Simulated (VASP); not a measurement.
Crystal: Fe.

```
CELL_PARAMETERS angstrom
-1.44300 1.44300 1.44300
1.44300 -1.44300 1.44300
1.44300 1.44300 -1.44300
ATOMIC_POSITIONS crystal
Fe 0.00000 0.00000 0.00000
```

```yaml
Program: VASP 6.6.1
Task: relaxation of cell and atoms
Functional: RPBE
Potentials_or_basis: VASP PAW PBE potentials, release 64 (Fe)
Cutoff: 600 eV
k_mesh: 13 × 13 × 13
Occupations: fermi-dirac, width 0.05 eV
Spin: collinear spin, ferromagnetic start
Starting_moments: "[3.0] μB"
```

At the start: pressure -3.0 GPa; volume 12.02 Å³/atom.

Q: Where does the relaxation end?

A: Over 3 steps the energy falls by 2.8 meV/atom and the volume is 11.72 Å³/atom (-2.5 %); space group Im-3m (No. 229, to 0.05 Å); moment 2.25 μB per cell.

The path:
```csv
step,energy change (eV),largest force (eV/Å),pressure (GPa),volume (Å³)
1,0.0000,0.0000,-2.95,12.02
2,-0.0025,0.0000,0.89,11.64
3,-0.0028,0.0000,0.05,11.72
```

Final structure:
```
Fe
1.0
    -1.43107    1.43107    1.43107
     1.43107   -1.43107    1.43107
     1.43107    1.43107   -1.43107
Fe
1
Direct
  0.00000 0.00000 0.00000
```

Caveat: the PAW data sets were made with another functional, which shifts forces and pressure a little.
